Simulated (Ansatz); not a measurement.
# A Ca vacancy in rocksalt CaS, 63 atoms, charge −2

How high is the barrier for this jump? The start is relaxed, a band joins it to the far end, and PBEsol and HSE06 are the levels used.

Program: Ansatz 0.2.0, PAW, plane waves. These are calculated values, not measurements.

**1. The system as built**

63 atoms (32 S, 31 Ca); a = 11.266 Å, b = 11.266 Å, c = 11.266 Å, α = 90.00°, β = 90.00°, γ = 90.00°. All atoms were shaken off their sites by about 0.02 Å along each axis. Defect site 1: (0.500, 0.500, 0.500).

The runs, in order: (2) PBEsol relaxation at the single k point (¼, ¼, ¼), on 1 × NVIDIA GB200 with 8 threads of Arm Neoverse-V2; (3) HSE06 single point at the single k point (¼, ¼, ¼), on 1 × NVIDIA GB200 with 8 threads of Arm Neoverse-V2; (4) PBEsol band at the single k point (¼, ¼, ¼), on 1 × NVIDIA GB200 with 8 threads of Arm Neoverse-V2; (5) HSE06 single point at the single k point (¼, ¼, ¼), on 1 × NVIDIA GB200 with 8 threads of Arm Neoverse-V2.

**2. PBEsol relaxation in the fixed cell**

Input file in.yaml:

```yaml
crystal:
  lattice:
    - [11.266438, 0.000000, 0.000000]
    - [0.000000, 11.266438, 0.000000]
    - [0.000000, 0.000000, 11.266438]
  atoms:
    - { symbol: S, position: [0.250016, 0.002361, 0.999976] }
    - { symbol: S, position: [0.252987, 0.999015, 0.498748] }
    - { symbol: S, position: [0.249824, 0.498868, 0.997626] }
    - { symbol: S, position: [0.251093, 0.499587, 0.501176] }
    - { symbol: S, position: [0.749878, 0.001269, 0.000288] }
    - { symbol: S, position: [0.749607, 0.001693, 0.499794] }
    - { symbol: S, position: [0.751754, 0.498614, 0.001340] }
    - { symbol: S, position: [0.751755, 0.498263, 0.496538] }
    - { symbol: S, position: [0.002179, 0.253884, 0.998750] }
    - { symbol: S, position: [0.000613, 0.250790, 0.500874] }
    - { symbol: S, position: [0.999499, 0.751210, 0.001103] }
    - { symbol: S, position: [0.000531, 0.749834, 0.501220] }
    - { symbol: S, position: [0.499518, 0.249355, 0.998566] }
    - { symbol: S, position: [0.502205, 0.247079, 0.499853] }
    - { symbol: S, position: [0.499035, 0.747521, 0.001474] }
    - { symbol: S, position: [0.500684, 0.749055, 0.495352] }
    - { symbol: S, position: [0.999495, 0.000015, 0.249562] }
    - { symbol: S, position: [0.000020, 0.002696, 0.751392] }
    - { symbol: S, position: [0.001320, 0.502831, 0.248442] }
    - { symbol: S, position: [0.000515, 0.499408, 0.750562] }
    - { symbol: S, position: [0.500097, 0.003692, 0.251231] }
    - { symbol: S, position: [0.500790, 0.002726, 0.749897] }
    - { symbol: S, position: [0.498355, 0.501785, 0.250882] }
    - { symbol: S, position: [0.497854, 0.497982, 0.750247] }
    - { symbol: S, position: [0.247204, 0.248937, 0.249519] }
    - { symbol: S, position: [0.249564, 0.248215, 0.748020] }
    - { symbol: S, position: [0.246731, 0.750145, 0.248425] }
    - { symbol: S, position: [0.249380, 0.749741, 0.746343] }
    - { symbol: S, position: [0.750649, 0.248061, 0.249640] }
    - { symbol: S, position: [0.748342, 0.248604, 0.750741] }
    - { symbol: S, position: [0.751199, 0.749492, 0.250930] }
    - { symbol: S, position: [0.751272, 0.748172, 0.752126] }
    - { symbol: Ca, position: [0.003394, 0.000028, 0.999782] }
    - { symbol: Ca, position: [0.000150, 0.999315, 0.499020] }
    - { symbol: Ca, position: [0.001968, 0.497519, 0.002590] }
    - { symbol: Ca, position: [0.998649, 0.500901, 0.498464] }
    - { symbol: Ca, position: [0.498966, 0.996757, 0.000623] }
    - { symbol: Ca, position: [0.501434, 0.001837, 0.500394] }
    - { symbol: Ca, position: [0.495845, 0.501090, 0.998533] }
    - { symbol: Ca, position: [0.252459, 0.254071, 0.996947] }
    - { symbol: Ca, position: [0.251418, 0.252895, 0.500582] }
    - { symbol: Ca, position: [0.251886, 0.747373, 0.000312] }
    - { symbol: Ca, position: [0.250174, 0.750994, 0.502029] }
    - { symbol: Ca, position: [0.747861, 0.250823, 0.997492] }
    - { symbol: Ca, position: [0.750105, 0.252507, 0.501580] }
    - { symbol: Ca, position: [0.748958, 0.747443, 0.001559] }
    - { symbol: Ca, position: [0.747670, 0.750459, 0.500472] }
    - { symbol: Ca, position: [0.249408, 0.002463, 0.250116] }
    - { symbol: Ca, position: [0.249787, 0.003560, 0.752279] }
    - { symbol: Ca, position: [0.251244, 0.501049, 0.248804] }
    - { symbol: Ca, position: [0.247099, 0.498002, 0.747359] }
    - { symbol: Ca, position: [0.750833, 0.000647, 0.248920] }
    - { symbol: Ca, position: [0.747649, 0.001003, 0.748541] }
    - { symbol: Ca, position: [0.749451, 0.498858, 0.251155] }
    - { symbol: Ca, position: [0.748143, 0.498920, 0.749505] }
    - { symbol: Ca, position: [0.001096, 0.248730, 0.250812] }
    - { symbol: Ca, position: [0.000717, 0.251541, 0.747955] }
    - { symbol: Ca, position: [0.999737, 0.751692, 0.251234] }
    - { symbol: Ca, position: [0.998889, 0.749228, 0.750997] }
    - { symbol: Ca, position: [0.499508, 0.250480, 0.247531] }
    - { symbol: Ca, position: [0.504294, 0.248943, 0.749661] }
    - { symbol: Ca, position: [0.498393, 0.750378, 0.249282] }
    - { symbol: Ca, position: [0.500195, 0.751767, 0.751133] }
  symmetry: { detect: false }
kpoints:
  mp_grid: { grid: [1, 1, 1], shift: [0.25, 0.25, 0.25] }
hamiltonian:
  xc: pbesol
total_charge: -2
scf:
  occupations: { method: fermi_dirac, width: 0.01 }
relax:
  f_tol: 0.03
  max_steps: 80
  escape_saddle: false
  adjacent_minimum: "off"
output:
  forces: true
  eigenvalues: true
  populations: true
  charged_corrections: { epsilon: 9.3 }
```

Launch:

```
ansatz run in.yaml --threads 8 --pin off --max-ram 118750MiB --runs-dir r --events-out ev --progress --plain --backend cuda --devices 0, --max-vram 170GiB
```

Further steps of the session: HSE06 on the final geometry; The band; HSE06 on the same atoms.

Q: Predict the outcome of this session. Wanted: for each run, top filled to lowest empty.

As calculated:

```
                   level         time  top filled to lowest empty (eV)
      PBEsol, relaxation  3.3 s (GPU)                             2.64
                   HSE06   19 s (GPU)                             3.82
HSE06, at the band's top   21 s (GPU)                             3.81
```

| quantity | value |
| --- | --- |
| relaxation | 4 recorded steps, 0.67 eV gained |
| largest shift | 0.12 Å (S16) |
| barrier forwards, backwards | 1.93, 1.93 eV |
| jump | Ca by 3.83 Å |
| band iterations | 6 |
| top less start by HSE06 | 2.07 eV |

**Reading.** Relaxation gains 0.67 eV, with shifts up to 0.12 Å (S16). The PBEsol barrier is 1.93 eV forwards and 1.93 eV back, about 75 times kT at 300 K, without charge corrections. The cell's size and k points aren't converged for it. The top is a first-order saddle. On the same two geometries HSE06 gives 2.07 eV. At the same k points, PBEsol gives a spacing 1.18 eV smaller than the 3.82 eV of HSE06. In a defect cell this spacing can involve defect levels, so it need not be the gap.
